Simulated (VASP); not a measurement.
A run of VASP 6.6.1 is set up as follows.

File INCAR:

```
SYSTEM = HfN
ALGO = Normal
CSHIFT = 0.05
EDIFF = 1E-7
ENCUT = 520
GGA = CA
ISIF = 2
ISMEAR = -1
LASPH = .TRUE.
LCHARG = .FALSE.
LOPTICS = .TRUE.
LREAL = .FALSE.
LWAVE = .FALSE.
NBANDS = 40
NEDOS = 2000
NELM = 80
PREC = Accurate
SIGMA = 0.05
```

KPOINTS

```
k-points
0
G
  20 20 20
  0 0 0
```

Contents of POSCAR:

```
HfN
1.0
    0.0000000000      2.2625000000      2.2625000000
    2.2625000000      0.0000000000      2.2625000000
    2.2625000000      2.2625000000      0.0000000000
Hf N
1 1
Direct
    0.0000000000      0.0000000000      0.0000000000
    0.5000000000      0.5000000000      0.5000000000
```

Potentials or basis: VASP PAW LDA potentials, release 64 (Hf_pv, N).

Command:

```sh
$ cat potpaw_LDA.64/Hf_pv/POTCAR potpaw_LDA.64/N/POTCAR > POTCAR
$ mpirun -np 1 vasp_std > vasp.out
```

What does it give for the pressure?

-11.8 GPa.

Estimate the band gap on the k mesh.

none (metal or under the smearing width).

Dielectric function (mean over the directions given):
| energy (eV) | real part | imaginary part |
| --- | --- | --- |
| 0.28 | -55.55 | 67.18 |
| 0.96 | 0.06 | 1.81 |
| 1.63 | 3.83 | 0.10 |
| 2.31 | 5.95 | 0.88 |
| 2.99 | 6.47 | 1.18 |
| 3.66 | 7.42 | 1.37 |
| 4.34 | 7.75 | 2.31 |
| 5.02 | 10.40 | 3.25 |
| 5.69 | 7.03 | 5.98 |
| 6.37 | 6.20 | 8.46 |
| 7.05 | 5.12 | 7.02 |
| 7.72 | 3.11 | 6.84 |
| 8.40 | 2.40 | 7.57 |
| 9.08 | 1.75 | 6.68 |
| 9.75 | 0.80 | 6.18 |
| 10.43 | -0.06 | 7.07 |
| 11.10 | -1.54 | 6.29 |
| 11.78 | -3.19 | 4.91 |
| 12.46 | -2.34 | 1.54 |
| 13.13 | -0.96 | 1.80 |
| 13.81 | -0.96 | 1.82 |
| 14.49 | -0.58 | 1.30 |
| 15.16 | -0.24 | 1.07 |
| 15.84 | -0.13 | 1.32 |
| 16.52 | -0.30 | 1.31 |
| 17.19 | -0.16 | 0.88 |
| 17.87 | 0.23 | 0.82 |
| 18.55 | 0.44 | 0.82 |
| 19.22 | 0.43 | 1.45 |
| 19.95 | 0.20 | 0.95 |

Caveat: independent-particle spectra lack excitons; the intraband (Drude) part of a metal's response may be missing. The run has no spin-orbit coupling, so splittings on Hf are missing.
